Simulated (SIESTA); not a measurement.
Crystal: As.

```
As
1.0
     1.88080    1.08588    3.51406
    -1.88080    1.08588    3.51406
     0.00000   -2.17176    3.51406
As
2
Direct
  0.21182 0.22474 0.23282
  0.77552 0.77550 0.76813
```

The cell isn't the ideal one: atoms moved at random, drawn with an rms of 0.05 Å.

Base run:

```yaml
Program: SIESTA 5.4.2
Functional: PBEsol
Potentials_or_basis: PseudoDojo 0.4 standard (PBEsol files)
Basis: DZP (energy shift 0.003 Ry; two zetas on semicore shells)
Grid_cutoff: 500 Ry
Energy_shift: 0.003 Ry
k_mesh: 9 × 9 × 9
Occupations: fermi-dirac, width 0.05 eV
Spin: no spin polarisation
```

Its results: band gap on the k mesh none (metal or under the smearing width); pressure 3.0 GPa; largest force 1.078 eV/Å.

Problem. The run is repeated on the same cell with these changes: functional from PBEsol to PBE; potentials or basis from PseudoDojo 0.4 standard (PBEsol files) to PseudoDojo 0.4 standard (PBE files). What comes out?

Solution. Band gap on the k mesh none (metal or under the smearing width); pressure 6.5 GPa; largest force 1.140 eV/Å.

Caveats: the basis of atomic orbitals isn't converged, which shifts pressures, moduli and gaps.
